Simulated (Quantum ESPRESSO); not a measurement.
# Na (P6_3/mmc) in Quantum ESPRESSO: equation of state, part 2 of 2

Quantum ESPRESSO 7.5.

## Step 7: Single point, PBEsol, 38.65 Å³/atom

pw.in

```
&CONTROL
  calculation = 'scf'
  prefix = 'pwscf'
  outdir = './tmp'
  pseudo_dir = './pseudo'
  tstress = .true.
  disk_io = 'nowf'
/
&SYSTEM
  ibrav = 0
  nat = 4
  ntyp = 1
  ecutwfc = 45
  ecutrho = 360
  nbnd = 26
  occupations = 'smearing'
  smearing = 'fd'
  degauss = 0.00367493
/
&ELECTRONS
  conv_thr = 8d-10
  electron_maxstep = 120
  mixing_beta = 0.5
/
ATOMIC_SPECIES
Na    22.9898 na_pbesol_v1.5.uspp.F.UPF
CELL_PARAMETERS angstrom
   3.7490779570    0.0000000000    0.0000000000
  -1.8745389785    3.2467967515    0.0000000000
   0.0000000000    0.0000000000   12.7023052170
ATOMIC_POSITIONS crystal
Na     0.6666666667    0.3333333333    0.7500000000
Na     0.0000000000    0.0000000000    0.5000000000
Na     0.3333333333    0.6666666667    0.2500000000
Na     0.0000000000    0.0000000000    0.0000000000
K_POINTS automatic
8 8 3 0 0 0
```

Potentials or basis: GBRV 1.5 PBEsol.

Run with:

```bash
OMP_NUM_THREADS=1 mpirun -n 2 pw.x -nk 2 -in pw.in > pw.out
```

pw.out:

```text
This program is part of the open-source Quantum ESPRESSO suite
     for quantum simulation of materials; please cite
[... 6 lines left out ...]
     using ibrav=0 with symmetry is DISCOURAGED, use correct ibrav instead

     K-points division:     npool     =       2
     Subspace diagonalization in iterative solution of the eigenvalue problem:
     a serial algorithm will be used

     G-vector sticks info
     --------------------
     sticks:   dense  smooth     PW     G-vecs:    dense   smooth      PW
     Sum        1261     625    187               120289    42547    6757

     Using Slab Decomposition

     bravais-lattice index     =            0
     lattice parameter (alat)  =       7.0847  a.u.
     unit-cell volume          =    1043.4189 (a.u.)^3
     number of atoms/cell      =            4
     number of atomic types    =            1
     number of electrons       =        36.00
     number of Kohn-Sham states=           26
     kinetic-energy cutoff     =      45.0000  Ry
     charge density cutoff     =     360.0000  Ry
     scf convergence threshold =      8.0E-10
     mixing beta               =       0.5000
     number of iterations used =            8  plain     mixing
     Exchange-correlation= SLA  PW   PSX  PSC
                           (   1   4  10   8   0   0   0)

     celldm(1)=   7.084731  celldm(2)=   0.000000  celldm(3)=   0.000000
     celldm(4)=   0.000000  celldm(5)=   0.000000  celldm(6)=   0.000000

     crystal axes: (cart. coord. in units of alat)
               a(1) = (   1.000000   0.000000   0.000000 )
               a(2) = (  -0.500000   0.866025   0.000000 )
               a(3) = (   0.000000   0.000000   3.388114 )

     reciprocal axes: (cart. coord. in units 2 pi/alat)
               b(1) = (  1.000000  0.577350 -0.000000 )
               b(2) = (  0.000000  1.154701  0.000000 )
               b(3) = (  0.000000 -0.000000  0.295149 )

     PseudoPot. # 1 for Na read from file:
     na_pbesol_v1.5.uspp.F.UPF
     Pseudo is Ultrasoft, Zval =  9.0
     Generated by new atomic code, or converted to UPF format
     Using radial grid of  819 points,  5 beta functions with:
                l(1) =   0
                l(2) =   0
                l(3) =   1
                l(4) =   1
                l(5) =   2
     Q(r) pseudized with  8 coefficients,  rinner =    1.250   1.250   1.250
                                                       1.250   1.250

     atomic species   valence    mass     pseudopotential
     Na                9.00    22.98980     Na( 1.00)

     24 Sym. Ops., with inversion, found (12 have fractional translation)

   Cartesian axes

     site n.     atom                  positions (alat units)
         1        Na     tau(   1) = (   0.5000000   0.2886751   2.5410858  )
         2        Na     tau(   2) = (   0.0000000   0.0000000   1.6940572  )
         3        Na     tau(   3) = (  -0.0000000   0.5773503   0.8470286  )
         4        Na     tau(   4) = (   0.0000000   0.0000000   0.0000000  )

     number of k points=    20  Fermi-Dirac smearing, width (Ry)=  0.0037
                       cart. coord. in units 2pi/alat
        k(    1) = (   0.0000000   0.0000000   0.0000000), wk =   0.0104167
        k(    2) = (   0.0000000   0.0000000   0.0983831), wk =   0.0208333
        k(    3) = (   0.0000000   0.1443376   0.0000000), wk =   0.0625000
        k(    4) = (   0.0000000   0.1443376   0.0983831), wk =   0.1250000
        k(    5) = (   0.0000000   0.2886751   0.0000000), wk =   0.0625000
        k(    6) = (   0.0000000   0.2886751   0.0983831), wk =   0.1250000
[... 12 lines left out ...]
        k(   19) = (   0.2500000   0.5773503   0.0000000), wk =   0.0625000
        k(   20) = (   0.2500000   0.5773503   0.0983831), wk =   0.1250000

     Dense  grid:   120289 G-vectors     FFT dimensions: (  45,  45, 150)

     Smooth grid:    42547 G-vectors     FFT dimensions: (  32,  32, 108)

     Initial potential from superposition of free atoms

     starting charge      35.9743, renormalised to      36.0000
     Starting wfcs are   20 randomized atomic wfcs +    6 random wfcs

     Self-consistent Calculation

     iteration #  1     ecut=    45.00 Ry     beta= 0.50
     Davidson diagonalization with overlap
     ethr =  1.00E-02,  avg # of iterations =  5.6

     Threshold (ethr) on eigenvalues was too large:
     Diagonalizing with lowered threshold

     Davidson diagonalization with overlap
     c_bands:  1 eigenvalues not converged
     c_bands:  1 eigenvalues not converged
     ethr =  9.91E-06,  avg # of iterations = 10.2
[... 33 lines left out ...]
     iteration #  6     ecut=    45.00 Ry     beta= 0.50
     Davidson diagonalization with overlap
     ethr =  2.94E-10,  avg # of iterations =  2.1

     End of self-consistent calculation

          k = 0.0000 0.0000 0.0000 (  5325 PWs)   bands (ev):

   -51.3789 -51.3784 -51.3781 -51.3776 -23.4768 -23.4634 -23.4631 -23.4533
   -23.4533 -23.4517 -23.4517 -23.4515 -23.4515 -23.4498 -23.4498 -23.4496
    -1.7857  -0.8327  -0.8326   1.7913   2.1152   6.3972   6.3994  11.4772
    11.4774  11.6390
[... 45 lines left out ...]
   -51.3775 -51.3774 -51.3770 -51.3769 -23.4770 -23.4761 -23.4747 -23.4736
   -23.4644 -23.4612 -23.4593 -23.4584 -23.4556 -23.4554 -23.4547 -23.4537
     0.3483   0.6557   1.8640   2.7346   3.8338   4.1246   5.1746   5.4183
     6.1457   6.6750

          k = 0.0000-0.5774 0.0000 (  5322 PWs)   bands (ev):

   -51.3773 -51.3772 -51.3769 -51.3768 -23.4811 -23.4801 -23.4777 -23.4766
   -23.4626 -23.4608 -23.4599 -23.4580 -23.4578 -23.4571 -23.4551 -23.4541
     1.7346   1.7970   2.4680   2.5487   2.8576   2.9349   5.1169   5.1206
     5.5812   5.7330

          k = 0.0000-0.5774 0.0984 (  5306 PWs)   bands (ev):

   -51.3773 -51.3772 -51.3769 -51.3768 -23.4806 -23.4799 -23.4781 -23.4773
   -23.4618 -23.4605 -23.4604 -23.4594 -23.4565 -23.4562 -23.4555 -23.4548
     1.8257   1.8846   2.1481   2.2138   3.3776   3.4586   4.2673   4.3405
     6.6079   6.6599
[... 66 lines left out ...]
   -51.3771 -51.3771 -51.3768 -51.3768 -23.4758 -23.4753 -23.4734 -23.4732
   -23.4682 -23.4679 -23.4660 -23.4644 -23.4591 -23.4577 -23.4561 -23.4558
     2.4548   2.5196   2.7803   2.8463   3.9349   3.9377   4.1781   4.5913
     5.0537   5.1881

     the Fermi energy is     1.3893 ev

!    total energy              =    -380.65585694 Ry
     estimated scf accuracy    <          6.1E-10 Ry
     smearing contrib. (-TS)   =      -0.00136583 Ry
     internal energy E=F+TS    =    -380.65449111 Ry

     The total energy is F=E-TS. E is the sum of the following terms:
     one-electron contribution =    -357.95357021 Ry
     hartree contribution      =     179.94908557 Ry
     xc contribution           =     -56.22059942 Ry
     ewald contribution        =    -146.42940705 Ry

     convergence has been achieved in   6 iterations

     Computing stress (Cartesian axis) and pressure

          total   stress  (Ry/bohr**3)                   (kbar)     P=       -4.35
  -0.00000948  -0.00000000   0.00000000           -1.39       -0.00        0.00
  -0.00000000  -0.00000948   0.00000000           -0.00       -1.39        0.00
   0.00000000   0.00000000  -0.00006970            0.00        0.00      -10.25

=------------------------------------------------------------------------------=
   JOB DONE.
=------------------------------------------------------------------------------=
```

It took 13 s on 2 MPI ranks of AMD EPYC 9R45 (Zen 5), shared host; peak memory 0.46 GiB.

What came out:

- Free energy: -5179.0868 eV
- Pressure: -0.4 GPa
- Band gap on the k mesh: none (metal or under the smearing width)

## Step 8: Single point, PBEsol, 39.40 Å³/atom

pw.in: that of step 7 with these lines changed.

```diff
@@ -27,5 +27,5 @@
 CELL_PARAMETERS angstrom
-   3.7490779570    0.0000000000    0.0000000000
-  -1.8745389785    3.2467967515    0.0000000000
-   0.0000000000    0.0000000000   12.7023052170
+   3.7729580783    0.0000000000    0.0000000000
+  -1.8864790391    3.2674775432    0.0000000000
+   0.0000000000    0.0000000000   12.7832138010
 ATOMIC_POSITIONS crystal
```

Run with:

```bash
OMP_NUM_THREADS=1 mpirun -n 2 pw.x -nk 2 -in pw.in > pw.out
```

Wall time 14 s (2 MPI ranks of AMD EPYC 9R45 (Zen 5), shared host); peak memory 0.46 GiB.

It converged, with:

```yaml
Free_energy: -5179.0783 eV
Pressure: -0.5 GPa
Band_gap_on_the_k_mesh: none (metal or under the smearing width)
```

## Step 9: Equation of state, PBEsol

Potentials or basis: GBRV 1.5 PBEsol.

No new run: the results of the series are fitted here.

What came out:

| Property | Result |
| --- | --- |
| Equilibrium volume | 36.52 Å³/atom |
| Bulk modulus at fixed shape and positions | 7.7 GPa |
| Pressure derivative of the bulk modulus | 3.6 |

Energy against volume, from the lowest point:
```
volume (Å³/atom)  energy (meV/atom)
          34.938               1.78
          35.681               0.48
          36.425               0.00
          37.168               0.26
          37.911               1.20
          38.655               2.75
          39.398               4.85
```

Caveat: the cell was scaled at fixed shape and fractional positions, which overstates the stiffness of a crystal with free parameters, most of all of layers and chains.
